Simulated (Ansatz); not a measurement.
# Structure optimisation: sulfur, alpha-S8 (Fddd)

The calculation used DFT, RPBE, plane waves (420 eV) with PAW, scalar-relativistic in Ansatz 0.2.0. (PAW data from PBE, frozen cores regenerated.)

k-point mesh 3×3×3, Fermi-Dirac smearing 0.05 eV, no spin polarisation. Cell and atoms relax.

Starting structure:

```
S
1.0
     0.00000    6.43300   12.24300
     5.23250    0.00000   12.24300
     5.23250    6.43300    0.00000
S
32
Direct
  0.36490 0.48210 0.47970
  0.67330 0.47970 0.48210
  0.47970 0.67330 0.36490
  0.48210 0.36490 0.67330
  0.57670 0.77030 0.76790
  0.77030 0.57670 0.88510
  0.76790 0.88510 0.57670
  0.88510 0.76790 0.77030
  0.23450 0.36290 0.45530
  0.94730 0.45530 0.36290
  0.45530 0.94730 0.23450
  0.36290 0.23450 0.94730
  0.30270 0.79470 0.88710
  0.79470 0.30270 0.01550
  0.88710 0.01550 0.30270
  0.01550 0.88710 0.79470
  0.43460 0.30740 0.35640
  0.90160 0.35640 0.30740
  0.35640 0.90160 0.43460
  0.30740 0.43460 0.90160
  0.34840 0.89360 0.94260
  0.89360 0.34840 0.81540
  0.94260 0.81540 0.34840
  0.81540 0.94260 0.89360
  0.87510 0.63290 0.18950
  0.63290 0.87510 0.30250
  0.18950 0.30250 0.87510
  0.30250 0.18950 0.63290
  0.61710 0.37490 0.94750
  0.06050 0.94750 0.37490
  0.94750 0.06050 0.61710
  0.37490 0.61710 0.06050
```

**Question.** The pressure at the start is 4.7 GPa. By how much does the volume change?

**Answer.** From 25.76 to 47.36 Å³ per atom, 83.9 %. The final cell has a = 13.518 Å, b = 16.252 Å, c = 27.594 Å.

**Question.** How much energy does the relaxation gain?

**Answer.** 109.7 meV per atom.
